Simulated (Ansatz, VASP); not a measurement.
**One calculation of SnSe, two programs**

File INCAR:

```
SYSTEM = SnSe
ALGO = Normal
EDIFF = 1E-8
ENCUT = 520
GGA = PE
ISIF = 2
ISMEAR = -1
LASPH = .TRUE.
LCHARG = .FALSE.
LEFG = .TRUE.
LREAL = .FALSE.
LWAVE = .FALSE.
NBANDS = 17
NELM = 80
PREC = Accurate
SIGMA = 0.02
```

File KPOINTS:

```
k-points
0
G
  9 9 9
  0 0 0
```

File POSCAR:

```
SnSe
1.0
    0.0000000000      2.9876758353      3.0551500000
    2.9876758353      0.0000000000      3.0551500000
    2.9876758353      2.9876758353      0.0000000000
Sn Se
1 1
Direct
    0.0000000000      0.0000000000      0.0000000000
    0.5000000000      0.5000000000      0.5000000000
```

Input for Ansatz:

```yaml
crystal:
  lattice:
    - [0.0, 2.9876758353, 3.05515]
    - [2.9876758353, 0.0, 3.05515]
    - [2.9876758353, 2.9876758353, 0.0]
  atoms:
    - { symbol: Sn, position: [0.0, 0.0, 0.0] }
    - { symbol: Se, position: [0.5, 0.5, 0.5] }
kpoints:
  mp_grid: { grid: [9, 9, 9] }
scf:
  occupations: { method: fermi_dirac, width: 0.02 }
hamiltonian:
  xc: pbe
  pseudopotentials: { kind: paw }
output:
  forces: true
  stress: true
  eigenvalues: true
  efg: { contact_densities: true }
```

Change from the starting cell: z stretched by +1.5 % at fixed volume, PAW files.

Alike in both runs: task electric field gradients; functional PBE; k mesh 9 × 9 × 9; occupations fermi-dirac, width 0.02 eV; no spin polarisation.

|  | VASP | Ansatz |
| --- | --- | --- |
| version | VASP 6.6.1 | Ansatz 0.2.0 |
| potentials or method | VASP PAW PBE potentials, release 64 (Sn_d, Se) | PAW with Ansatz's default frozen-core files, scalar-relativistic |
| plane-wave cutoff (eV) | 520 | 420 |
| valence electrons in the cell | 20 | 30 |

Ansatz gave:

| Item | Value |
| --- | --- |
| pressure (GPa) | 1.1 |
| largest component of the traceless stress (GPa) | 1.74 |
| Vzz of the field gradient on the site that differs most (V/Å²) | 31.8 |

Problem. Which values does VASP return?

Solution. Pressure (GPa): 1.1; largest component of the traceless stress (GPa): 1.75; Vzz of the field gradient on the site that differs most (V/Å²): 31.0.

The functional is the same, so the differences come from potentials, cutoffs and numerics. The two sets of potentials don't hold the same shells in valence. Ansatz warned: «gradients_without_spin_orbit».

Caveats: spin-orbit coupling is left out, which moves the levels of the heavy elements; an odd mesh through Γ misses points on the zone boundary, where band edges often lie.
